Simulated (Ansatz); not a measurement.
## Ca under changes of volume

One of the cells (43.632 Å³/atom); the others are scaled copies at fixed shape and fractional positions:

```xyz
1
Lattice="0.0000 2.7942 2.7942 2.7942 0.0000 2.7942 2.7942 2.7942 0.0000" Properties=species:S:1:pos:R:3 pbc="T T T"
Ca    0.0000    0.0000    0.0000
```

```yaml
Program: Ansatz 0.2.0
Functional: PBE
Potentials_or_basis: Ansatz PAW
Cutoff: "420 eV (not typed: the program's choice for these potentials)"
k_mesh: 8 × 8 × 8
Occupations: fermi-dirac, width 0.05 eV
Spin: no spin polarisation
```

| volume (Å³/atom) | energy over the lowest point (meV/atom) | pressure (GPa) |
| --- | --- | --- |
| 41.014 | 1.55 | 0.5 |
| 41.886 | 0.00 | 0.1 |
| 42.759 | 0.44 | -0.2 |
| 43.632 | 2.71 | -0.6 |
| 44.504 | 6.66 | -0.9 |
| 45.377 | 12.13 | -1.1 |
| 46.250 | ? | ? |

Task: What does the run at 46.250 Å³/atom give?

Result: Energy over the lowest point 18.98 meV/atom; pressure -1.4 GPa.

Worked out: A Birch-Murnaghan fit of order 3 (a polynomial in V^(-2/3)) to the other rows has its minimum at 42.12 Å³/atom with B0 = V·E''(V) = 17.3 GPa and B' = 3.3. It gives 19.01 meV/atom at 46.250 Å³/atom, against the run's 18.98, and -dE/dV = -1.4 GPa, against -1.4.

Energies are extrapolated to zero smearing.
